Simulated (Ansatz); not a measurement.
Here is the system:

BaF2:
```yaml
crystal:
  lattice:
    - [0.00000, 3.12313, 3.12313]
    - [3.12313, 0.00000, 3.12313]
    - [3.12313, 3.12313, 0.00000]
  atoms:
    - { symbol: Ba, position: [0.00000, 0.00000, 0.00000] }
    - { symbol: F, position: [0.25000, 0.25000, 0.25000] }
    - { symbol: F, position: [0.75000, 0.75000, 0.75000] }
```

This is the PBE-relaxed structure.

All from PBE (plane waves, PAW; program Ansatz), unless another level is named. Predict the gap with spin–orbit coupling.

6.72 eV.

What about the electron effective mass?

0.49 mₑ (isotropic).

And the hole effective mass with spin–orbit coupling?

2.7, 5.1, 7.3 mₑ (principal values).

What about the conduction-band minimum?

at Γ.

Space group Fm-3m (fluorite). The cell was relaxed with PBE under the symmetry of its start. Scalar-relativistic: spin–orbit coupling is off unless named, which matters more the heavier the elements.

Potentials: the earlier of the program's two PAW sets.
